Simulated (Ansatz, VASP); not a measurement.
One calculation of Pt, two programs

Contents of INCAR:

```
SYSTEM = Pt
  PREC = Accurate
  ENCUT = 520
  EDIFF = 1E-7
  ISMEAR = -1
  SIGMA = 0.05
  LREAL = .False.
  LASPH = .True.
  NELM = 100
  ALGO = Normal
  ISIF = 2
  LWAVE = .False.
  LCHARG = .False.
  GGA = PS
  NBANDS = 11
```

File KPOINTS:

```
Automatic mesh
0
Gamma
  12 12 12
  0 0 0
```

Contents of POSCAR:

```
Pt
1.0
   -1.5947118289      1.5947118289      1.5947118289
    1.5947118289     -1.5947118289      1.5947118289
    1.5947118289      1.5947118289     -1.5947118289
Pt
1
Direct
    0.0000000000      0.0000000000      0.0000000000
```

The input input.yaml:

```yaml
crystal:
  lattice:
    - [-1.5947118289, 1.5947118289, 1.5947118289]
    - [1.5947118289, -1.5947118289, 1.5947118289]
    - [1.5947118289, 1.5947118289, -1.5947118289]
  atoms:
    - { symbol: Pt, position: [0.0, 0.0, 0.0] }
hamiltonian:
  xc: pbesol
  pseudopotentials: { kind: paw }
kpoints:
  mp_grid: { grid: [12, 12, 12] }
scf:
  occupations: { method: fermi_dirac, width: 0.05 }
output:
  forces: true
  stress: true
  eigenvalues: true
```

Change from the starting cell: volume scaled by 1.02.

Alike in both runs: task single point; functional PBEsol; k mesh 12 × 12 × 12; occupations fermi-dirac, width 0.05 eV; no spin polarisation.

|  | VASP | Ansatz |
| --- | --- | --- |
| version | VASP 6.6.1 | Ansatz 0.2.0 |
| potentials or method | VASP PAW PBE potentials, release 64 (Pt) | Ansatz PAW |
| plane-wave cutoff (eV) | 520 | 420 |
| valence electrons in the cell | 10 | 18 |

```tsv
	VASP	Ansatz	Ansatz less VASP
gap on the k mesh at the Fermi level (eV)	none	none	-
pressure (GPa)	-15.6	-15.2	+0.35
```

A gap of «none» marks a metal or a gap that the smearing closes. The two sets of potentials don't hold the same shells in valence.

Caveats: the PAW data sets were made with another functional, which shifts forces and pressure a little (VASP); the PAW data sets come from PBE, with cores solved anew for the run's functional, which leaves a small shift of forces and pressure (Ansatz). Spin-orbit coupling is left out, which matters for the levels of Pt.
